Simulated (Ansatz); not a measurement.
## Structure types of Tl at zero pressure (with spin–orbit coupling)

Structure types of Tl are relaxed in primitive cells with their symmetry kept at 0 GPa, first on PAW files, then by LAPW. The enthalpy is E + pV at zero temperature, without zero-point motion. Only the types listed were tried, and differences under about 5 meV/atom are mesh noise. Not among the end structures: fcc, which may lie lower.

Level of theory: DFT with PBE, with spin–orbit coupling, in Ansatz 0.2.0; Fermi–Dirac smearing of 0.05 eV, no spin polarisation. LAPW: all electrons, basis error target 0.5 meV/atom; PAW: frozen-core files, cutoff 420 eV.

k meshes: bcc 15×15×15, hcp 13×13×7, sc 13×13×13, diamond 11×11×11.

Question: Order the types by LAPW enthalpy, lowest first.
A. sc
B. hcp
C. diamond
D. bcc

Answer: B (0 meV/atom), D (12 meV/atom), A (129 meV/atom), C (366 meV/atom).

```
start type         ends as          a, b, c (Å)  V (Å³/atom)  H − H(lowest), LAPW (meV/atom)  same, PAW
       bcc      bcc, Im-3m  3.951, 3.951, 3.951        30.85                            11.8       11.8
       hcp   hcp, P6_3/mmc  3.602, 3.602, 5.516        31.00                             0.0        0.0
        sc       sc, Pm-3m  3.231, 3.231, 3.231        33.73                           129.0      128.8
   diamond  diamond, Fd-3m  7.060, 7.060, 7.060        43.99                           366.3      366.2
```
